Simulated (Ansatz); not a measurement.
Crystal: Sn.

```
Sn
1.0
    -2.02919    2.02919    1.66076
     2.02919   -2.02919    1.66076
     2.02919    2.02919   -1.66076
Sn
1
Direct
  0.00000 0.00000 0.00000
```

This isn't the form of Sn at room conditions, which is tetragonal (white tin).

* Program: Ansatz 0.2.0
* Task: relaxation of cell and atoms
* Functional: HF
* Potentials or basis: Ansatz PAW
* Cutoff: 420 eV (not typed: the program's choice for these potentials)
* k mesh: 5 × 5 × 5
* Occupations: fermi-dirac, width 0.05 eV
* Spin: no spin polarisation

At the start: volume 27.35 Å³/atom.

Task: How do energy, volume and symmetry change on relaxing?

Result: It ends after 6 steps and the volume is 31.57 Å³/atom (+15.4 %); space group I4/mmm (No. 139, to 0.05 Å).

Step by step:
| step | energy change (eV) | largest force (eV/Å) | volume (Å³) |
| --- | --- | --- | --- |
| 1 | 0.0000 | 0.0000 | 27.35 |
| 2 | -0.0898 | 0.0000 | 30.01 |
| 3 | -0.0998 | 0.0000 | 31.25 |
| 4 | -0.1003 | 0.0000 | 31.46 |
| 5 | -0.1004 | 0.0000 | 31.57 |
| 6 | -0.1021 | 0.0000 | 31.57 |

Final structure:
```
Sn
1.0
    -2.10495    2.10495    1.78103
     2.10495   -2.10495    1.78103
     2.10495    2.10495   -1.78103
Sn
1
Direct
  0.00000 0.00000 0.00000
```

Caveat: the k mesh is coarse (spacing up to 0.49 Å⁻¹), so the values aren't converged, least of all with exact exchange; the volume moved by over 15 % at a fixed basis, so the end points are rough; the plane-wave basis is chosen anew once the cell has moved, so the energies of steps on either side of that aren't comparable; the PAW data sets come from PBE, with cores solved anew for the run's functional, which leaves a small shift of forces and pressure.
